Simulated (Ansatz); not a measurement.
# Br: all-electron results

```
CELL_PARAMETERS angstrom
0.00000 2.36166 2.36166
2.36166 0.00000 2.36166
2.36166 2.36166 0.00000
ATOMIC_POSITIONS crystal
Br 0.00000 0.00000 0.00000
```

The structure comes from a relaxation in the same program, started in the fcc type, and has space group Fm-3m. Whether it is a known phase or the ground state wasn't checked.

All numbers below come from DFT, PBE, all-electron LAPW, scalar-relativistic (Ansatz 0.2.0).

The runs use a Γ-centred 16×16×16 k mesh, Fermi–Dirac smearing of 0.03 eV, basis error target 0.25 meV/atom, no spin polarisation.

```
Band gap                                          : none: with an odd electron count and no spin polarisation the bands can't all be full, a metal in this set-up (spin order or a larger cell could open a gap)
Density of states at the Fermi level (0.2 eV bin) : 1.83 states/eV per cell
Volume per atom                                   : 177.8 bohr³
Pressure at this cell                             : -0.02 GPa
```
